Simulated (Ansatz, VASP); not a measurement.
Given: the input of a run of Ansatz 0.2.0 on Sc.

The input input.yaml:

```yaml
crystal:
  lattice:
    - [5.3493876106, 0.0, 0.0]
    - [0.0, 5.3493876106, 0.0]
    - [0.0, 0.0, 3.388778606]
  atoms:
    - { symbol: Sc, position: [0.0, 0.5, 0.467336] }
    - { symbol: Sc, position: [0.5, 0.0, 0.532664] }
    - { symbol: Sc, position: [0.0, 0.0, 0.0] }
    - { symbol: Sc, position: [0.5, 0.5, 0.0] }
hamiltonian:
  xc: pbe
  pseudopotentials: { kind: paw }
kpoints:
  mp_grid: { grid: [5, 5, 8] }
scf:
  occupations: { method: fermi_dirac, width: 0.05 }
output:
  forces: true
  stress: true
  eigenvalues: true
```

Potentials or basis: Ansatz PAW.

Launch:

```sh
$ ansatz run input.yaml --threads 2 --pin off --max-ram 5120MiB --backend cpu --events-out ev --progress --plain --runs-dir out
```

Question: Translate it to VASP 6.6.1. Potentials there: VASP PAW PBE potentials, release 64 (Sc_sv).

Answer: As run (the cutoff follows the program's own potentials):

INCAR

```
ALGO = Normal
EDIFF = 1E-7
ENCUT = 520
GGA = PE
ISIF = 2
ISMEAR = -1
LASPH = True
LCHARG = False
LREAL = False
LWAVE = False
NBANDS = 30
NELM = 80
PREC = Accurate
SIGMA = 0.05
```

Contents of KPOINTS:

```
k-points
0
Gamma
  5 5 8
```

File POSCAR:

```
Sc
1.0
    5.3493876106      0.0000000000      0.0000000000
    0.0000000000      5.3493876106      0.0000000000
    0.0000000000      0.0000000000      3.3887786060
Sc
4
Direct
    0.0000000000      0.5000000000      0.4673360000
    0.5000000000      0.0000000000      0.5326640000
    0.0000000000      0.0000000000      0.0000000000
    0.5000000000      0.5000000000      0.0000000000
```

Potentials or basis: VASP PAW PBE potentials, release 64 (Sc_sv).

Launch:

```sh
$ cat potpaw_PBE.64/Sc_sv/POTCAR > POTCAR
$ mpirun -np 1 vasp_std > vasp.out
```

Both were run:

|  | VASP | Ansatz | Ansatz less VASP |
| --- | --- | --- | --- |
| gap on the k mesh at the Fermi level (eV) | none | none | - |
| pressure (GPa) | 1.2 | 1.2 | -0.03 |
| largest component of the traceless stress (GPa) | 0.50 | 0.51 | +0.007 |
| rms of the force components (eV/Å) | 0.078 | 0.078 | -0.0001 |

Atom by atom the forces differ by 0.000 eV/Å (rms over components). A gap of «none» marks a metal or a gap that the smearing closes. The functional is the same, so the differences come from potentials, cutoffs and numerics.
